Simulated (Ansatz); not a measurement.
Clean, relaxed (100) surface of TiO$_{2}$, space group P4_2/mnm (No. 136) (top face towards +c; atoms held fixed, by place in the list: 1, 2, 3, 4):

```yaml
crystal:
  lattice:
    - [2.93899, 0.00000, 0.00000]
    - [0.00000, 4.59125, 0.00000]
    - [0.00000, 0.00000, 23.38699]
  atoms:
    - { symbol: O, position: [0.50000, 0.19556, 0.36345] }
    - { symbol: Ti, position: [0.00000, 0.00000, 0.40184] }
    - { symbol: O, position: [0.50000, 0.80444, 0.44023] }
    - { symbol: O, position: [0.00000, 0.30444, 0.46161] }
    - { symbol: Ti, position: [0.50000, 0.48901, 0.50001] }
    - { symbol: O, position: [0.00000, 0.70806, 0.53732] }
    - { symbol: O, position: [0.50000, 0.23155, 0.56192] }
    - { symbol: Ti, position: [0.00000, 0.97512, 0.59585] }
    - { symbol: O, position: [0.50000, 0.86879, 0.63800] }
```

All numbers below come from DFT PBEsol, scalar-relativistic, plane waves, PAW in Ansatz 0.2.0. Cutoff 420 eV; k points 9×6×1 on the computed 9-atom cell (Γ-centred); Gaussian smearing, width 0.05 eV; no spin polarisation. A dipole correction removes the field between periodic images along c.

With the adsorbate the run is spin-polarised, so any moments that the slab's own atoms take up count into E_ads.

The adsorption energy is E(slab + adsorbate) − E(slab) − E(free adsorbate, spin-polarised where open-shell). With the adsorbate the cell is lengthened along c to keep the vacuum.

**Question.** O (atom) is put at the top (O) at (0.50, 0.87) site, one adsorbate per 13.5 Å². What structure does it relax to?

**Answer.** E_ads = -3.19 eV. Contacts: O–O 1.43 Å, O–Ti 2.05 Å.

```yaml
crystal:
  lattice:
    - [2.93899, 0.00000, 0.00000]
    - [0.00000, 4.59125, 0.00000]
    - [0.00000, 0.00000, 25.38699]
  atoms:
    - { symbol: O, position: [0.50000, 0.19556, 0.33482] }
    - { symbol: Ti, position: [0.00000, 0.00000, 0.37018] }
    - { symbol: O, position: [0.50000, 0.80444, 0.40555] }
    - { symbol: O, position: [0.00000, 0.30444, 0.42524] }
    - { symbol: Ti, position: [0.50000, 0.49998, 0.46043] }
    - { symbol: O, position: [0.00000, 0.69553, 0.49556] }
    - { symbol: O, position: [0.50000, 0.19470, 0.51594] }
    - { symbol: Ti, position: [0.00000, 0.99352, 0.55153] }
    - { symbol: O, position: [0.50000, 0.74188, 0.58168] }
    - { symbol: O, position: [0.50000, 0.01865, 0.60782] }
```

Each end is the local minimum or symmetric point that its start leads to. The slab is only 6.4 Å thick, so the energies aren't converged with thickness.